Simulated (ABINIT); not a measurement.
## BeTe (F-43m): G0W0 with ABINIT, start to end

Wanted: ground state, empty states, screening and self-energy for BeTe (F-43m).

Calculated with ABINIT 10.8.3; PBE and many-body steps on it, plane waves.

**What was measured.**

- Gap 2.7 eV: absolute (indirect, Gamma to X) gap; bulk crystal (quoted from earlier experiment) (quoted in “The band structure of BeTe - a combined experimental and theoretical study”, 1997, arxiv:cond-mat/9712266).

- Gap 2.8 eV: absolute (indirect, Gamma to X) gap, second literature value; film (quoted from earlier experiment) (quoted in “The band structure of BeTe - a combined experimental and theoretical study”, 1997, arxiv:cond-mat/9712266).

## Step 1: Starting point

It takes space group F-43m (No. 216, cubic). Conventional cell: a = 5.663 Å, b = 5.663 Å, c = 5.663 Å, α = 90.00°, β = 90.00°, γ = 90.00°. Be has 4 Te at 2.45 Å nearest. Nearest to Te lie 4 Be at 2.45 Å. Farther neighbours and most contacts between anions are not listed.

The cell and positions are those that the Materials Project relaxed with its own functionals (PBE, PBE+U or r2SCAN), kept fixed. Spin-orbit coupling is left out unless a step names it.

## Step 2: Ground state

This step: ABINIT 10.8.3; DFT, PBE, plane waves, norm-conserving pseudopotentials.

The ground-state density comes first.

Contents of run.abi:

```
acell 3*1.0 Angstrom
rprim 
  -0.000000000000 2.831458787600 2.831458787600
  2.831458787600 0.000000000000 2.831458787600
  2.831458787600 2.831458787600 0.000000000000
ntypat 2
znucl 4 52
natom 2
typat 1 2
xred 
  0.000000000000 0.000000000000 0.000000000000
  0.750000000000 0.750000000000 0.750000000000
pp_dirpath "pseudos"
pseudos "Be.upf, Te.upf"
ecut 38
ngkpt 6 6 6
nshiftk 1
shiftk 0 0 0
kptopt 1
chksymbreak 0
nband 15
occopt 1
tolvrs 1e-10
nstep 60
prtwf 0
optforces 0
optstress 0
indata_prefix "in"
outdata_prefix "out"
tmpdata_prefix "tmp"
```

Run with:

```sh
$ OMP_NUM_THREADS=1 mpirun -n 8 abinit run.abi > log
```

Numbers of over 12 decimals in the logs are rounded to 6 here.

What it wrote:

```text
.Version 10.8.3 of ABINIT. v10.8.2 released Aug 2026.

 Symmetries : space group F-4 3 m (#216); Bravais cF (face-center cubic)
================================================================================
 Values of the parameters that define the memory need of the present run
     intxc =       0    ionmov =       0      iscf =       7    lmnmax =       6
     lnmax =       6     mgfft =      45  mpssoang =       3    mqgrid =    3001
     natom =       2  nloc_mem =       1    nspden =       1   nspinor =       1
    nsppol =       1      nsym =      24    n1xccc =    2501    ntypat =       2
    occopt =       1   xclevel =       2
-    mband =          15        mffmem =           1         mkmem =           2
       mpw =        3455          nfft =       91125          nkpt =          16
================================================================================
  Rough estimation (10% accuracy) of disk space for files :
================================================================================

--------------------------------------------------------------------------------
------------- Echo of variables that govern the present computation ------------
--------------------------------------------------------------------------------
 -outvars: echo values of preprocessed input variables --------
            acell      1.8897261259E+00  1.8897261259E+00  1.8897261259E+00 Bohr

      chksymbreak           0
             ecut      3.80000000E+01 Hartree
-          fftalg         312

              ixc     -101130
              kpt      0.00000000E+00  0.00000000E+00  0.00000000E+00
                       1.66666667E-01  0.00000000E+00  0.00000000E+00
                       3.33333333E-01  0.00000000E+00  0.00000000E+00
                       5.00000000E-01  0.00000000E+00  0.00000000E+00
                       1.66666667E-01  1.66666667E-01  0.00000000E+00
                       3.33333333E-01  1.66666667E-01  0.00000000E+00
                       5.00000000E-01  1.66666667E-01  0.00000000E+00
                      -3.33333333E-01  1.66666667E-01  0.00000000E+00
                      -1.66666667E-01  1.66666667E-01  0.00000000E+00
   [... 5 further rows ...]
                      -3.33333333E-01  3.33333333E-01  1.66666667E-01
                      -3.33333333E-01  5.00000000E-01  1.66666667E-01
         kptrlatt        6    0    0      0    6    0      0    0    6
          kptrlen      4.54020393E+01
P           mkmem           2
            natom           2
            nband          15
            ngfft          45      45      45
             nkpt          16
            nstep          60
             nsym          24
           ntypat           2
              occ      2.000000  2.000000  2.000000  2.000000  2.000000  2.000000
                       2.000000  2.000000  2.000000  2.000000  0.000000  0.000000
[...]
optforces           0
        optstress           0
            prtwf           0
            rprim     -0.0000000000E+00  2.8314587876E+00  2.8314587876E+00
[...]
spgroup         216

           tolvrs      1.00000000E-10

             xred      0.0000000000E+00  0.0000000000E+00  0.0000000000E+00
[...]
znucl        4.00000   52.00000

================================================================================

 chkinp: Checking input parameters for consistency.

================================================================================
== DATASET  1 ==================================================================
-   mpi_nproc: 8, omp_nthreads: 1 (-1 if OMP is not activated)

--- !DatasetInfo
iteration_state: {dtset: 1, }
dimensions: {natom: 2, nkpt: 16, mband: 15, nsppol: 1, nspinor: 1, nspden: 1, mpw: 3455, }
cutoff_energies: {ecut:  38.0, pawecutdg:  -1.0, }
electrons: {nelect:   2.00000000E+01, charge:   0.00000000E+00, occopt:   1.00000000E+00, tsmear:   1.00000000E-02, }

 Real(R)+Recip(G) space primitive vectors, cartesian coordinates (Bohr,Bohr^-1):
 R(1)=  0.0000000  5.3506816  5.3506816  G(1)= -0.0934460  0.0934460  0.0934460
 R(2)=  5.3506816  0.0000000  5.3506816  G(2)=  0.0934460 -0.0934460  0.0934460
 R(3)=  5.3506816  5.3506816  0.0000000  G(3)=  0.0934460  0.0934460 -0.0934460
 Unit cell volume ucvol=  3.0637783E+02 bohr^3
 Angles (23,13,12)=  6.00000000E+01  6.00000000E+01  6.00000000E+01 degrees

 getcut: wavevector=  0.0000  0.0000  0.0000  ngfft=  45  45  45
         ecut(hartree)=     38.000   => boxcut(ratio)=   2.09542

--- Pseudopotential description ------------------------------------------------
- Be Generated using ONCVPSP code by D. R. Hamann
-  4.00000   4.00000  171031                  znucl, zion, pspdat
12 -101130 1 -1 1358                          pspcod,pspxc,lmax,lloc,mmax
     nproj     2     2     0
  pspatm : epsatm=    3.09777737
         --- l  ekb(1:nproj) -->
[...]
pspatm: atomic psp has been read  and splines computed

- Te Generated using ONCVPSP code by D. R. Hamann
- 52.00000  16.00000  171031                  znucl, zion, pspdat
12 -101130 2 -1 1294                          pspcod,pspxc,lmax,lloc,mmax
     nproj     2     2     2
  pspatm : epsatm=   36.72599971
         --- l  ekb(1:nproj) -->
[...]
2   -5.988876   -1.858037
 pspatm: atomic psp has been read  and splines computed

   7.96475542E+02                                ecore*ucvol(ha*bohr**3)
--------------------------------------------------------------------------------

_setup2: Arith. and geom. avg. npw (full set) are    3424.838    3424.812

================================================================================

--- !BeginCycle
iteration_state: {dtset: 1, }
solver: {iscf: 7, nstep: 60, nline: 4, wfoptalg: 0, }
tolerances: {tolvrs: 1.00E-10, }

     iter   Etot(hartree)      deltaE(h)  residm     vres2
 ETOT  1  -118.80000373286    -1.188E+02 8.130E-02 2.368E+01
 ETOT  2  -118.83971586962    -3.971E-02 2.669E-03 8.931E-01
 ETOT  3  -118.83980227188    -8.640E-05 1.116E-03 6.953E-02
 ETOT  4  -118.83980847560    -6.204E-06 7.516E-04 4.313E-03
 ETOT  5  -118.83980860958    -1.340E-07 1.677E-04 5.025E-04
 ETOT  6  -118.83980862433    -1.475E-08 2.152E-04 1.964E-05
 ETOT  7  -118.83980862530    -9.757E-10 1.035E-04 5.380E-07
 ETOT  8  -118.83980862534    -3.766E-11 1.435E-04 3.658E-08
 ETOT  9  -118.83980862534    -2.601E-12 6.010E-05 9.757E-10
 ETOT 10  -118.83980862534     1.137E-12 8.037E-05 7.762E-12

 At SCF step   10       vres2   =  7.76E-12 < tolvrs=  1.00E-10 =>converged.

--- !ResultsGS
iteration_state: {dtset: 1, }
comment   : Summary of ground state results
lattice_vectors:
- [ -0.0000000,   5.3506816,   5.3506816, ]
- [  5.3506816,   0.0000000,   5.3506816, ]
- [  5.3506816,   5.3506816,   0.0000000, ]
lattice_lengths: [   7.56701,    7.56701,    7.56701, ]
lattice_angles: [ 60.000,  60.000,  60.000, ] # degrees, (23, 13, 12)
lattice_volume:   3.0637783E+02
convergence: {deltae:  1.137E-12, res2:  7.762E-12, residm:  8.037E-05, diffor:  0.000E+00, }
etotal    :  -1.18839809E+02
entropy   :   0.00000000E+00
fermie    :   1.46115151E-01
cartesian_stress_tensor: null
pressure_GPa: null
xred      :
- [  0.0000E+00,   0.0000E+00,   0.0000E+00, Be]
- [  7.5000E-01,   7.5000E-01,   7.5000E-01, Te]
cartesian_forces: null
force_length_stats: {min: null, max: null, mean: null, }

 Integrated electronic density in atomic spheres:
 ------------------------------------------------
 Atom  Sphere_radius  Integrated_density
    1        2.00000          3.00127198
    2        2.00000         11.98140201
================================================================================

 ----iterations are completed or convergence reached----

 Mean square residual over all n,k,spin=   34.510E-08; max=  80.367E-06
 reduced coordinates (array xred) for    2 atoms
       0.000000000000      0.000000000000      0.000000000000
       0.750000000000      0.750000000000      0.750000000000
 rms dE/dt=  0.0000E+00; max dE/dt=  0.0000E+00; dE/dt below (all hartree)
    1       0.000000000000      0.000000000000      0.000000000000
    2       0.000000000000      0.000000000000      0.000000000000

 cartesian coordinates (angstrom) at end:
    1      0.000000     0.000000     0.000000
    2      4.247188     4.247188     4.247188
 length scales=  1.889726125908  1.889726125908  1.889726125908 bohr
              =  1.000000000000  1.000000000000  1.000000000000 angstroms
 prteigrs : about to open file out_EIG
 Fermi (or HOMO) energy (hartree) =   0.14612   Average Vxc (hartree)=  -0.34999
 Eigenvalues (hartree) for nkpt=  16  k points:
 kpt#   1, nband= 15, wtk=  0.00463, kpt=  0.0000  0.0000  0.0000 (reduced coord)
  -3.54287   -1.18620   -1.18620   -1.18620   -1.18581   -1.18581   -0.30187    0.14612
   0.14612    0.14612    0.28053    0.28053    0.28053    0.28269    0.45658
 prteigrs : prtvol=0 or 1, do not print more k-points.

--- !EnergyTerms
iteration_state     : {dtset: 1, }
comment             : Components of total free energy in Hartree
kinetic             :  6.55628438533196E+01
hartree             :  3.03096091465812E+01
xc                  : -2.70571577544668E+01
Ewald energy        : -6.30634738610019E+01
psp_core            :  2.59965138045043E+00
local_psp           : -8.88888938828786E+01
non_local_psp       : -3.83023875073446E+01
total_energy        : -1.18839808625341E+02
total_energy_eV     : -3.23379593390261E+03
band_energy         : -1.91967356984565E+01

== END DATASET(S) ==============================================================
================================================================================

 -outvars: echo values of variables after computation  --------
           etotal     -1.1883980863E+02
            nband          15
             nkpt          16
          spgroup         216
 [... the other variables as echoed above ...]

 Calculation completed.
```

Wall time 5.4 s (8 MPI ranks of Arm Neoverse V2, shared host); peak memory 0.61 GiB; 42 s of CPU time.

This step gave:

```yaml
total_energy: -3233.7959 eV
gap: 2.028 eV
k_of_the_valence_top: 0, 0, 0
k_of_the_conduction_bottom: 0.5, 0.5, 0
least_direct_gap: 3.657 eV
```

The gap is indirect, with the least direct gap 1.63 eV higher.

(Part 1 of 3 ends here.)

[Paths, hosts, dates, memory and timing lines, banners, echoed tables and standing remarks are left out of the program output.]

[Logs are printed without paths, hosts, clocks, repeated set-up lines and the standing remarks that a program may print on its own settings, such as how far it seeks lower states.]

[Runs of the session that timed out or met a known fault of the program may be left out.]

[Hosts, paths, dates, database ids (printed as entryN), source tags and the programs' standing remarks are cut or masked in the printed files.]

[G0W0 gaps are taken among the corrected bands and points alone; a level outside them can change the order at an edge.]

[Where Ansatz stands beside ABINIT at settings called matched, ABINIT's density can come from a denser mesh and the files from another edition; pairs whose starting gaps differed by over 0.03 eV were left out, so agreement reads better than it is.]
